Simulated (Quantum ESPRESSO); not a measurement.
A run of Quantum ESPRESSO 7.5 is set up as follows.

The input run.py:

```python
import numpy as np
from ase.calculators.espresso import Espresso, EspressoProfile
from ase.io import read

atoms = read('W.xyz')

input_data = {
    'control': {'calculation': 'scf', 'prefix': 'pwscf', 'outdir': './tmp', 'tprnfor': True, 'tstress': True, 'disk_io': 'nowf'},
    'system': {'ecutwfc': 56.0, 'ecutrho': 448.0, 'nbnd': 13, 'occupations': 'smearing', 'smearing': 'fd', 'degauss': 0.00367493},
    'electrons': {'conv_thr': 2e-10, 'electron_maxstep': 120, 'mixing_beta': 0.5},
}
pseudopotentials = {'W': 'w_pbesol_v1.2.uspp.F.UPF'}
profile = EspressoProfile(command='mpirun -n 2 pw.x -nk 2', pseudo_dir='pseudo')
dft = Espresso(profile=profile, input_data=input_data, pseudopotentials=pseudopotentials, kpts=(12, 12, 12), koffset=(0, 0, 0))
atoms.calc = dft

print(f'energy {atoms.get_potential_energy():.8f} eV')
print('forces (eV/A)')
print(np.round(atoms.get_forces(), 6))
print('stress (eV/A^3, Voigt)')
print(np.round(atoms.get_stress(), 8))
print(f'Fermi level {dft.get_fermi_level():.4f} eV')
```

W.xyz

```xyz
1
Lattice="-1.5823450000 1.5823450000 1.5823450000 1.5823450000 -1.5823450000 1.5823450000 1.5823450000 1.5823450000 -1.5823450000" Properties=species:S:1:pos:R:3 pbc="T T T"
W      0.0000000000      0.0000000000      0.0000000000
```

Potentials or basis: GBRV 1.5 PBEsol.

Run with:

```console
$ OMP_NUM_THREADS=1 python run.py
```

Question: What does it give for the pressure?

Answer: -2.7 GPa.

Question: What does it give for the band gap on the k mesh?

Answer: None (metal or under the smearing width).

The run has no spin-orbit coupling, so splittings on W are missing.
